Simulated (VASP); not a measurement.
Set up this calculation in VASP 6.6.1, as the native input.

```yaml
Task: relaxation of cell and atoms
Functional: r2SCAN
Dispersion: D3(BJ)
Potentials_or_basis: VASP PAW PBE potentials, release 64 (Al)
Cutoff: 600 eV
k_mesh: 11 × 11 × 11
Occupations: methfessel-paxton, width 0.1 eV
Spin: no spin polarisation
Further_INCAR_settings: ALGO = Normal; EDIFF = 1e-06; IBRION = 2; EDIFFG = -0.01; NSW = 40; ISIF = 3
```

The structure of Al lies in POSCAR:

```
Al
1.0
    0.0000000000      2.0248050000      2.0248050000
    2.0248050000      0.0000000000      2.0248050000
    2.0248050000      2.0248050000      0.0000000000
Al
1
Direct
    0.0000000000      0.0000000000      0.0000000000
```

One way to write it, as run:

INCAR

```
SYSTEM = Al
  ALGO = Normal
  EDIFF = 1E-6
  EDIFFG = -0.01
  ENCUT = 600
  IBRION = 2
  ISIF = 3
  ISMEAR = 1
  IVDW = 12
  LASPH = .True.
  LCHARG = .False.
  LMIXTAU = .True.
  LREAL = .False.
  LWAVE = .False.
  METAGGA = R2SCAN
  NELM = 60
  NSW = 40
  PREC = Accurate
  SIGMA = 0.1
  VDW_A1 = 0.49484001
  VDW_A2 = 5.73083694
  VDW_S6 = 1.0
  VDW_S8 = 0.78981345
```

KPOINTS

```
k-points
0
Gamma
  11 11 11
  0 0 0
```

Potentials or basis: VASP PAW PBE potentials, release 64 (Al).

Run with:

```bash
$ cat potpaw_PBE.64/Al/POTCAR > POTCAR
$ mpirun -np 1 vasp_std > vasp.out
```

Results of the run:

The relaxed volume is 15.59 Å³/atom, the relaxed cell is a = 2.804 Å, b = 2.804 Å, c = 2.804 Å, α = 60.00°, β = 60.00°, γ = 60.00° and the space group after relaxing (to 0.05 Å) is Fm-3m (No. 225). The energy gained by relaxing is 17.4 meV/atom and the ionic steps are 3. The pressure after relaxing is 0.0 GPa. The band gap on the k mesh is none (metal or under the smearing width) and the dispersion energy per atom is -0.169 eV.

Caveat: the PAW data sets were made with another functional, which shifts forces and pressure a little; pairwise dispersion overbinds metals, which lowers pressure and volume.

It took 2.7 min on 1 thread of AMD EPYC 7571, with other jobs on the host, peak memory 0.11 GiB.
